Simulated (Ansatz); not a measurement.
The system is InP.

```
In P
1.0
     0.00000    2.76883    2.76883
     2.76883    0.00000    2.76883
     2.76883    2.76883    0.00000
In P
1 1
Direct
  0.00000 0.00000 0.00000
  0.50000 0.50000 0.50000
```

Measurements of this composition are mostly on another form, of space group No. 216.

Base run:

```yaml
Program: Ansatz 0.2.0
Functional: PBE
Potentials_or_basis: Ansatz PAW
Cutoff: "420 eV (not typed: the program's choice for these potentials)"
k_mesh: 8 × 8 × 8
Occupations: gaussian, width 0.1 eV
Spin: no spin polarisation
```

Its results: band gap on the k mesh none (metal or under the smearing width); pressure -0.1 GPa.

**Question.** The run is repeated on the same cell with these changes: functional from PBE to PBEsol; occupations from gaussian, width 0.1 eV to gaussian, width 0.02 eV. What comes out?

**Answer.** Band gap on the k mesh none (metal or under the smearing width); pressure -3.4 GPa.

Caveats: the PAW data sets come from PBE, with cores solved anew for the run's functional, which leaves a small shift of forces and pressure (some runs).
